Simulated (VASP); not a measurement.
# Cu (Fm-3m) in VASP: notebook

Runs on Cu. Level: r2SCAN. Tasks: relaxation of cell and atoms.

All numbers are computed with VASP 6.6.1; they aren't measurements. Logs are shortened: lines on timing, memory, paths and dates and some standing lists are left out, and cuts for length are marked.

### Step 1. Starting point

It takes space group Fm-3m (No. 225, cubic). The conventional cell has a = 3.615 Å, b = 3.615 Å, c = 3.615 Å, α = 90.00°, β = 90.00°, γ = 90.00°. Cu (site symmetry m-3m) has 12 Cu at 2.56 Å as nearest neighbours.

### Step 2. Relaxation of cell and atoms, r2SCAN, target pressure 21.1 GPa, at which the enthalpy is minimised

Input file INCAR:

```
ALGO     = Normal         # electronic algorithm
EDIFF    = 1E-6           # SCF threshold, eV
EDIFFG   = -0.01          # ionic threshold
ENCUT    = 600            # plane-wave cutoff, eV
IBRION   = 2              # ionic algorithm
ISIF     = 3              # what is computed and relaxed
ISMEAR   = 1              # smearing method
LASPH    = True           # aspherical terms in the spheres
LCHARG   = False          # write CHGCAR
LMIXTAU  = True         
LREAL    = False          # projectors in reciprocal space
LWAVE    = False          # write WAVECAR
METAGGA  = R2SCAN         # meta-GGA
NELM     = 80             # most SCF steps
NSW      = 90             # ionic steps
PREC     = Accurate       # precision mode
PSTRESS  = 211.0        
SIGMA    = 0.1            # smearing width, eV
```

Input file KPOINTS:

```
k-points
0
Gamma
  18 18 18
```

Input file POSCAR:

```
Cu
1.0
    0.0000000000      1.8075000000      1.8075000000
    1.8075000000      0.0000000000      1.8075000000
    1.8075000000      1.8075000000      0.0000000000
Cu
1
Direct
    0.0000000000      0.0000000000      0.0000000000
```

Potentials or basis: VASP PAW PBE potentials, release 64 (Cu).

Command:

```
$ cat potpaw_PBE.64/Cu/POTCAR > POTCAR
$ mpirun -np 1 vasp_std > vasp.out
```

OUTCAR:

```text
EDIFF = 1E-6
   EDIFFG = -0.01
   ENCUT = 600
   IBRION = 2
   ISIF = 3
   ISMEAR = 1
   LASPH = True
   LREAL = False
   METAGGA = R2SCAN
   NELM = 80
   NSW = 90
   PREC = Accurate
   PSTRESS = 211.0

 ion  position               nearest neighbor table
   1  0.000  0.000  0.000-

  LATTYP: Found a face centered cubic cell.
 ALAT       =     3.6150000000

  Lattice vectors:

 A1 = (   0.0000000000,   1.8075000000,   1.8075000000)
 A2 = (   1.8075000000,   0.0000000000,   1.8075000000)
 A3 = (   1.8075000000,   1.8075000000,   0.0000000000)

Analysis of symmetry for initial positions (statically):
=====================================================================
 Subroutine PRICEL returns:
 Original cell was already a primitive cell.

 Routine SETGRP: Setting up the symmetry group for a
 face centered cubic supercell.

 Subroutine GETGRP returns: Found 48 space group operations
 (whereof 48 operations were pure point group operations)
 out of a pool of 48 trial point group operations.

The static configuration has the point symmetry O_h .

Analysis of symmetry for dynamics (positions and initial velocities):
=====================================================================
 Subroutine PRICEL returns:
 Original cell was already a primitive cell.

 Routine SETGRP: Setting up the symmetry group for a
 face centered cubic supercell.

 Subroutine GETGRP returns: Found 48 space group operations
 (whereof 48 operations were pure point group operations)
 out of a pool of 48 trial point group operations.

The dynamic configuration has the point symmetry O_h .

 Subroutine INISYM returns: Found 48 space group operations
 (whereof 48 operations are pure point group operations),
 and found     1 'primitive' translations

----------------------------------------------------------------------------------------

                                     Primitive cell

  volume of cell :      11.8104

  direct lattice vectors                    reciprocal lattice vectors
     0.000000000  1.807500000  1.807500000    -0.276625173  0.276625173  0.276625173
     1.807500000  0.000000000  1.807500000     0.276625173 -0.276625173  0.276625173
     1.807500000  1.807500000  0.000000000     0.276625173  0.276625173 -0.276625173

  length of vectors
     2.556191014  2.556191014  2.556191014     0.479128854  0.479128854  0.479128854

  position of ions in fractional coordinates (direct lattice)
     0.000000000  0.000000000  0.000000000

  ion indices of the primitive-cell ions
   primitive index   ion index
                 1           1

[... 81 lines left out ...]
   PSTRESS=  211.0 pullay stress
   NELECT =      11.0000    total number of electrons
   NUPDOWN=      -1.0000    fix difference up-down
   EMIN   =  10.00;   EMAX   =-10.00  energy-range for DOS
   EFERMI =   0.00;   METHOD = LEGACY
   ISMEAR =     1;   SIGMA  =   0.10  broadening in eV -4-tet -1-fermi 0-gaus
   EFERMI_NEDOS =   21; number of points for ismear=-14 and -15
   IALGO  =     38    algorithm
   IMIX   =      4    mixing-type and parameters
     AMIX     =   0.40;   BMIX     =  1.00
     AMIX_MAG =   1.60;   BMIX_MAG =  1.00
  volume/ion in A,a.u.               =      11.81        79.70
  Fermi-wavevector in a.u.,A,eV,Ry     =   1.598763  3.021224 34.777078  2.556043
  Thomas-Fermi vector in A             =   2.696162
   LORBIT       =      0    0 simple, 1 ext, 2 COOP (PROOUT), +10 PAW based schemes
   METAGGA = R2SCAN    functional components
   LHFCALC =     F    Hartree Fock is set to
   AEXX    =    0.0000 exact exchange contribution
   IVDW    =     0    specifies the selected vdW correction
   LEPSILON=     F    determine dielectric tensor
   LRPA    =     F    only Hartree local field effects (RPA)
 conjugate gradient relaxation of ions
 non-spin polarized calculation
 Methfessel and Paxton  Order N= 1 SIGMA  =   0.10
  energy-cutoff  :      600.00
  volume of cell :       11.81
 maximum number of plane-waves:       411
   NGX = 11   NGY = 11   NGZ = 11

--------------------------------------- Ionic step        1  -------------------------------------------

 number of electron      11.0000001 magnetization

 Free energy of the ion-electron system (eV)
  ---------------------------------------------------
  ext. energy  EPLUGINS =         0.00000000
  ---------------------------------------------------
  free energy    TOTEN  =       -10.82318558 eV

  energy without entropy =      -10.82311427  energy(sigma->0) =      -10.82316181

------------------------ aborting loop because EDIFF is reached ----------------------------------------

  FORCE on cell =-STRESS in cart. coord.  units (eV):
  Direction    XX          YY          ZZ          XY          YZ          ZX
  --------------------------------------------------------------------------------------
  -------------------------------------------------------------------------------------
  Total       -0.3027662     -0.3027662     -0.3027662      0.0000000      0.0000000      0.0000000
  in kB      -41.0726779    -41.0726779    -41.0726779      0.0000000      0.0000000      0.0000000
  external PRESSURE =    -252.0726779 kB  Pullay stress =     211.0000000 kB
[... 24 lines left out ...]
--------------------------------------- Ionic step        2  -------------------------------------------

 number of electron      10.9999994 magnetization

 E-fermi :  11.4386     XC(G=0): -15.7483

 val. band max:       11.4160113692   @ k =  -0.2222   0.2778   0.1111
 cond. band min:      11.4389772246   @ k =   0.4444   0.3889   0.0000
 fundamental gap:      0.0229658553
 Fermi energy:        11.4385609275

 k-point     1 :       0.0000    0.0000    0.0000
  band No.  band energies     occupation
      1      -0.6783      2.00000
      2       7.2347      2.00000
      3       7.2347      2.00000
      4       7.2347      2.00000
      5       8.5098      2.00000
      6       8.5098      2.00000
      7      37.0724      0.00000
      8      42.4773      0.00000
      9      42.4774      0.00000
[... 423 lines left out ...]
--------------------------------------- Ionic step        6  -------------------------------------------

 number of electron      10.9999989 magnetization

 Free energy of the ion-electron system (eV)
  ---------------------------------------------------
  ext. energy  EPLUGINS =         0.00000000
  ---------------------------------------------------
  free energy    TOTEN  =       -10.76091671 eV

  energy without entropy =      -10.76119966  energy(sigma->0) =      -10.76101103

 E-fermi :   9.0574     XC(G=0): -14.6384

 val. band max:        9.0134208630   @ k =  -0.4444   0.1111   0.0556
 cond. band min:       9.0992547343   @ k =   0.5000   0.3333   0.1667
 fundamental gap:      0.0858338713
 Fermi energy:         9.0573870080

 k-point     1 :       0.0000    0.0000    0.0000
  band No.  band energies     occupation
      1      -1.6330      2.00000
      2       5.5289      2.00000
      3       5.5289      2.00000
      4       5.5289      2.00000
      5       6.5310      2.00000
      6       6.5310      2.00000
      7      33.5510      0.00000
      8      37.6456      0.00000
      9      37.6457      0.00000
[... 308 lines left out ...]
  energy  without entropy=      -10.7611996559  energy(sigma->0) =      -10.76101103

  enthalpy is  TOTEN    =        -9.3945783719 eV   P V=        1.3663383418

 reached required accuracy - stopping structural energy minimisation
```

CONTCAR:

```text
Cu
   1.00000000000000
     0.0000000000000000    1.7310866042493036    1.7310866042493036
     1.7310866042493036    0.0000000000000000    1.7310866042493036
     1.7310866042493036    1.7310866042493036   -0.0000000000000000
  Cu
     1
Direct
     0.0000000000000000    0.0000000000000000    1.0000000000000000

  0.00000000E+00  0.00000000E+00  0.00000000E+00
```

Run time: 2.5 min. Hardware: 1 thread of Intel Xeon 6975P-C (Granite Rapids), shared host; peak memory 0.16 GiB.

Results:

```
Free energy                                            : -10.7609 eV
Relaxed volume                                         : 10.37 Å³/atom
Relaxed cell                                           : a = 2.448 Å, b = 2.448 Å, c = 2.448 Å, α = 60.00°, β = 60.00°, γ = 60.00°
Space group after relaxing (to 0.05 Å)                 : Fm-3m (No. 225)
Energy change on relaxing (the enthalpy is what falls) : +62.3 meV/atom
Ionic steps                                            : 6
Pressure after relaxing                                : 21.2 GPa
Band gap on the k mesh                                 : none (metal or under the smearing width)
```

The path:
| step | energy change (eV) | largest force (eV/Å) | pressure (GPa) | volume (Å³) |
| --- | --- | --- | --- | --- |
| 1 | 0.0000 | 0.0000 | -4.11 | 11.81 |
| 2 | 0.4765 | 0.0000 | 76.85 | 8.91 |
| 3 | 0.0563 | 0.0000 | 18.74 | 10.42 |
| 4 | 0.0660 | 0.0000 | 21.78 | 10.35 |
| 5 | 0.0623 | 0.0000 | 20.92 | 10.38 |
| 6 | 0.0623 | 0.0000 | 21.17 | 10.37 |

Final structure:
```cif
data_structure
_symmetry_space_group_name_H-M 'P 1'
_symmetry_Int_Tables_number 1
_cell_length_a 2.4481
_cell_length_b 2.4481
_cell_length_c 2.4481
_cell_angle_alpha 60.000
_cell_angle_beta 60.000
_cell_angle_gamma 60.000
_cell_volume 10.37
loop_
_atom_site_label
_atom_site_type_symbol
_atom_site_fract_x
_atom_site_fract_y
_atom_site_fract_z
_atom_site_occupancy
Cu1 Cu 0.00000 0.00000 0.00000 1
```

Levels at points of the mesh, in eV from the Fermi level:
| k point | band 2 | band 3 | band 4 | band 5 | band 6 | band 7 | band 8 | band 9 |
| --- | --- | --- | --- | --- | --- | --- | --- | --- |
| (0.00, 0.00, 0.00) | -3.53 | -3.53 | -3.53 | -2.53 | -2.53 | 24.49 | 28.59 | 28.59 |
| (0.50, 0.00, 0.00) | -3.59 | -3.59 | -1.81 | -1.81 | -1.41 | 4.74 | 22.93 | 25.36 |
| (0.50, 0.50, 0.00) | -5.29 | -1.85 | -1.62 | -1.62 | 1.55 | 8.44 | 14.90 | 14.90 |

Caveat: the cell is relaxed towards a set pressure, so the enthalpy falls and the energy may rise; the PAW data sets were made with another functional, which shifts forces and pressure a little.

### Step 3. Relaxation of cell and atoms, r2SCAN, target pressure 21.1 GPa, at which the enthalpy is minimised

This run uses another cell than the first one, of 10.37 Å³/atom, 0.878 times its volume.

Changes to INCAR since step 2:

```diff
@@ -1,4 +1,4 @@
 ALGO     = Normal         # electronic algorithm
-EDIFF    = 1E-6           # SCF threshold, eV
-EDIFFG   = -0.01          # ionic threshold
+EDIFF    = 1E-7           # SCF threshold, eV
+EDIFFG   = -0.005         # ionic threshold
 ENCUT    = 600            # plane-wave cutoff, eV
```

KPOINTS is that of step 2.

Input file POSCAR:

```
Cu                                      
1.0
    0.0000000000      1.7310866042      1.7310866042
    1.7310866042      0.0000000000      1.7310866042
    1.7310866042      1.7310866042     -0.0000000000
  Cu            
     1
Direct
     0.0000000000000000    0.0000000000000000    1.0000000000000000
```

Potentials or basis: VASP PAW PBE potentials, release 64 (Cu).

Command:

```
$ cat potpaw_PBE.64/Cu/POTCAR > POTCAR
$ mpirun -np 1 vasp_std > vasp.out
```

OUTCAR:

```text
EDIFF = 1E-7
   EDIFFG = -0.005
   ENCUT = 600
   IBRION = 2
   ISIF = 3
   ISMEAR = 1
   LASPH = True
   LREAL = False
   METAGGA = R2SCAN
   NELM = 80
   NSW = 90
   PREC = Accurate
   PSTRESS = 211.0

 ion  position               nearest neighbor table
   1  0.000  0.000  0.000-

  LATTYP: Found a face centered cubic cell.
 ALAT       =     3.4621732084

  Lattice vectors:

 A1 = (   0.0000000000,   1.7310866042,   1.7310866042)
 A2 = (   1.7310866042,   0.0000000000,   1.7310866042)
[... 465 lines left out ...]
      5       6.4732      2.00000
      6       6.7782      2.00000
      7      23.8439      0.00000
      8      31.5193      0.00000
      9      35.3466      0.00000

 [... further k-points ...]
[... 5 lines left out ...]
  --------------------------------------------------------------------------------------
  -------------------------------------------------------------------------------------
  Total        1.3682864      1.3682864      1.3682864      0.0000000     -0.0000000     -0.0000000
  in kB      211.3008359    211.3008359    211.3008359      0.0000000     -0.0000000     -0.0000000
  external PRESSURE =       0.3008359 kB  Pullay stress =     211.0000000 kB

 VOLUME and BASIS-vectors are now :
 -----------------------------------------------------------------------------
  energy-cutoff  :      600.00
  volume of cell :       10.37
      direct lattice vectors                 reciprocal lattice vectors
     0.000000000  1.731086604  1.731086604    -0.288835925  0.288835925  0.288835925
     1.731086604  0.000000000  1.731086604     0.288835925 -0.288835925  0.288835925
     1.731086604  1.731086604  0.000000000     0.288835925  0.288835925 -0.288835925

 POSITION                                       TOTAL-FORCE (eV/Angst)
 -----------------------------------------------------------------------------------
      0.00000      0.00000      0.00000         0.000000     -0.000000      0.000000
 -----------------------------------------------------------------------------------
    total drift:                                0.000000      0.000000      0.000000

  FREE ENERGIE OF THE ION-ELECTRON SYSTEM (eV)
  ---------------------------------------------------
  free  energy   TOTEN  =       -10.7593819450 eV

  energy  without entropy=      -10.7596647571  energy(sigma->0) =      -10.75947622

  enthalpy is  TOTEN    =        -9.3930436033 eV   P V=        1.3663383417

 reached required accuracy - stopping structural energy minimisation
```

It took 56 s on 1 thread of Intel Xeon 6975P-C (Granite Rapids), shared host; peak memory 0.14 GiB.

Results:

```yaml
Free_energy: -10.7594 eV
Pressure_after_relaxing: 21.1 GPa
Band_gap_on_the_k_mesh: none (metal or under the smearing width)
```

Final structure:
```
Cu
1.0
     0.00000    1.73109    1.73109
     1.73109    0.00000    1.73109
     1.73109    1.73109    0.00000
Cu
1
Direct
  0.00000 0.00000 0.00000
```

Caveat: the relaxation stopped at its first step, so nothing moved; the cell is relaxed towards a set pressure, so the enthalpy falls and the energy may rise; the PAW data sets were made with another functional, which shifts forces and pressure a little.
